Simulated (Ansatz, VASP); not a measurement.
# One calculation of B, two programs

The input INCAR:

```
PREC = Accurate
ENCUT = 520
EDIFF = 1E-6
ISMEAR = -1
SIGMA = 0.1
LREAL = F
LASPH = T
NELM = 60
ALGO = Normal
ISIF = 2
LWAVE = F
LCHARG = F
GGA = PE
NBANDS = 8
```

KPOINTS

```
Automatic mesh
0
Gamma
  21 21 21
```

File POSCAR:

```
B
1.0
    0.0000000000      1.3937933598      1.3937933598
    1.3937933598      0.0000000000      1.3937933598
    1.3937933598      1.3937933598      0.0000000000
B
1
Direct
    0.0000000000      0.0000000000      0.0000000000
```

Input for Ansatz:

```yaml
crystal:
  lattice:
    - [0.0, 1.3937933598, 1.3937933598]
    - [1.3937933598, 0.0, 1.3937933598]
    - [1.3937933598, 1.3937933598, 0.0]
  atoms:
    - { symbol: B, position: [0.0, 0.0, 0.0] }
hamiltonian:
  xc: pbe
  pseudopotentials:
    kind: paw
    azcp:
      B: "pseudopotentials/B.paw.azcp"
basis:
  ecutwfc: 420
  fft_grid_basis: typed
kpoints:
  mp_grid: { grid: [21, 21, 21], shift: [0, 0, 0] }
magnetization:
  spin_polarized: false
scf:
  occupations: { method: fermi_dirac, width: 0.1 }
  lower_state_search: "off"
output:
  stress: true
```

Alike in both runs: task single point; functional PBE; k mesh 21 × 21 × 21; occupations fermi-dirac, width 0.1 eV; no spin polarisation.

|  | VASP | Ansatz |
| --- | --- | --- |
| version | VASP 6.6.1 | Ansatz 0.2.0 |
| potentials or method | VASP PAW PBE potentials, release 64 (B) | plane waves (420 eV) with PAW, scalar-relativistic |
| plane-wave cutoff (eV) | 520 | 420 |
| valence electrons in the cell | 3 | 3 |

|  | VASP | Ansatz | Ansatz less VASP |
| --- | --- | --- | --- |
| pressure (GPa) | 26.7 | 26.7 | -0.04 |

The functional is the same, so the differences come from potentials, cutoffs and numerics.

Caveats: so large a pressure means that the cell lies far from this level's equilibrium, or that cutoff or potentials fall short (VASP).
